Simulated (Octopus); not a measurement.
**NaH under changes of volume**

One of the cells (14.527 Å³/atom); the others are scaled copies at fixed shape and fractional positions:

```
Na H
1.0
     0.00000    2.44000    2.44000
     2.44000    0.00000    2.44000
     2.44000    2.44000    0.00000
Na H
1 1
Direct
  0.00000 0.00000 0.00000
  0.50000 0.50000 0.50000
```

* Program: Octopus 16.4
* Functional: PBE
* Potentials or basis: pseudodojo_pbe (PseudoDojo 0.5, PBE)
* Grid spacing: 0.128 Å
* k mesh: 9 × 9 × 9
* Occupations: fermi-dirac, width 0.05 eV
* Spin: no spin polarisation

```tsv
volume (Å³/atom)	energy over the lowest point (meV/atom)	gap on the mesh (eV)
13.655	5.04	4.13
13.946	?	?
14.236	0.89	4.05
14.527	0.37	4.01
14.817	0.00	3.98
15.108	1.71	3.94
15.398	4.24	3.91
```

Q: What does the run at 13.946 Å³/atom give?

A: Energy over the lowest point 2.16 meV/atom; gap on the mesh 4.09 eV.

Worked out: A Birch-Murnaghan fit of order 3 (a polynomial in V^(-2/3)) to the other rows has its minimum at 14.64 Å³/atom with B0 = V·E''(V) = 31 GPa (rough, since the energies scatter). It gives 2.72 meV/atom at 13.946 Å³/atom, against the run's 2.16. A straight line through the other rows of the gap, of slope -1.83 eV per unit of ln V, gives 4.09 eV, against the run's 4.09.

Energies are extrapolated to zero smearing.

Caveats: an odd mesh through Γ misses points on the zone boundary, where band edges often lie.
